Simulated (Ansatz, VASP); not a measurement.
**MnO in VASP and in Ansatz**

INCAR

```
PREC = Accurate
ENCUT = 520
EDIFF = 1E-7
ISMEAR = -1
SIGMA = 0.05
LREAL = False
LASPH = True
NELM = 120
ALGO = Normal
ISIF = 2
LWAVE = False
LCHARG = False
ISPIN = 2
MAGMOM = 4 0
LORBIT = 11
LMAXMIX = 4
GGA = PS
NBANDS = 20
```

The input KPOINTS:

```
Automatic mesh
0
Gamma
  10 10 10
```

POSCAR

```
MnO
1.0
    0.0000000000      2.1938512115      2.1938512115
    2.1938512115      0.0000000000      2.1938512115
    2.1938512115      2.1938512115      0.0000000000
Mn O
1 1
Direct
    0.0000000000      0.0000000000      0.0000000000
    0.5000000000      0.5000000000      0.5000000000
```

The input input.yaml:

```yaml
crystal:
  lattice:
    - [0.0, 2.1938512115, 2.1938512115]
    - [2.1938512115, 0.0, 2.1938512115]
    - [2.1938512115, 2.1938512115, 0.0]
  atoms:
    - { symbol: Mn, position: [0.0, 0.0, 0.0], spin: 4.0 }
    - { symbol: O, position: [0.5, 0.5, 0.5] }
hamiltonian:
  xc: pbesol
  pseudopotentials: { kind: paw }
magnetization:
  spin_polarized: true
kpoints:
  mp_grid: { grid: [10, 10, 10] }
scf:
  occupations: { method: fermi_dirac, width: 0.05 }
output:
  forces: true
  stress: true
  eigenvalues: true
```

Change from the starting cell: volume scaled by 0.96.

Alike in both runs: task single point; functional PBEsol; k mesh 10 × 10 × 10; occupations fermi-dirac, width 0.05 eV; collinear spin, ferromagnetic start.

|  | VASP | Ansatz |
| --- | --- | --- |
| version | VASP 6.6.1 | Ansatz 0.2.0 |
| potentials or method | VASP PAW PBE potentials, release 64 (Mn_pv, O) | Ansatz PAW |
| plane-wave cutoff (eV) | 520 | 420 |
| valence electrons in the cell | 19 | 21 |

```tsv
	VASP	Ansatz	Ansatz less VASP
gap on the k mesh at the Fermi level (eV)	none	none	-
pressure (GPa)	-3.7	-4.1	-0.39
net moment per atom (μB)	2.30	2.30	-0.001
size of the moment on the site where the two differ most (μB)	4.20	3.90	-0.299
```

Site moments also hang on the region over which each program counts them. A gap of «none» marks a metal or a gap that the smearing closes. The two sets of potentials don't hold the same shells in valence.

Caveats: a cell with one magnetic atom can't hold antiferromagnetic order, which such compounds often take; semilocal functionals often make such compounds metallic where correlation or magnetic order opens a gap, which also shifts bond lengths; the PAW data sets were made with another functional, which shifts forces and pressure a little (VASP); the pressure holds a Pulay correction of +0.7 GPa for the finite cutoff (Ansatz); the PAW data sets come from PBE, with cores solved anew for the run's functional, which leaves a small shift of forces and pressure (Ansatz).
